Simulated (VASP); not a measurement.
# Rb: single point with r2SCAN

The system is Rb.

```
CELL_PARAMETERS angstrom
0.00000 2.75701 2.75701
2.75701 0.00000 2.75701
2.75701 2.75701 0.00000
ATOMIC_POSITIONS crystal
Rb 0.00000 0.00000 0.00000
```

The cell was built by a generator and needn't be a form met in nature.

| Property | Result |
| --- | --- |
| Program | VASP 6.6.1 |
| Task | single point |
| Functional | r2SCAN |
| Potentials or basis | VASP PAW PBE potentials, release 64 (Rb_sv) |
| Cutoff | 520 eV |
| k mesh | 6 × 6 × 6 |
| Occupations | fermi-dirac, width 0.1 eV |
| Spin | non-collinear spin, zero start, spin-orbit coupling |
| Starting moments | [[0.0, 0.0, 0.0]] μB |

```yaml
Pressure: 7.7 GPa
Net_moment: 0.00 μB per cell
Valence_electrons_inside_the_program's_atomic_spheres: Rb 7.39
```

Moments on the atoms (μB; x, y, z):
```
Rb  0.00 0.00 0.00
```

It took 2.8 min on 1 thread of Intel(R) Xeon(R) 6975P-C (Granite Rapids), on a shared host, peak memory 0.32 GiB.

Caveat: the PAW data sets were made with another functional, which shifts forces and pressure a little.
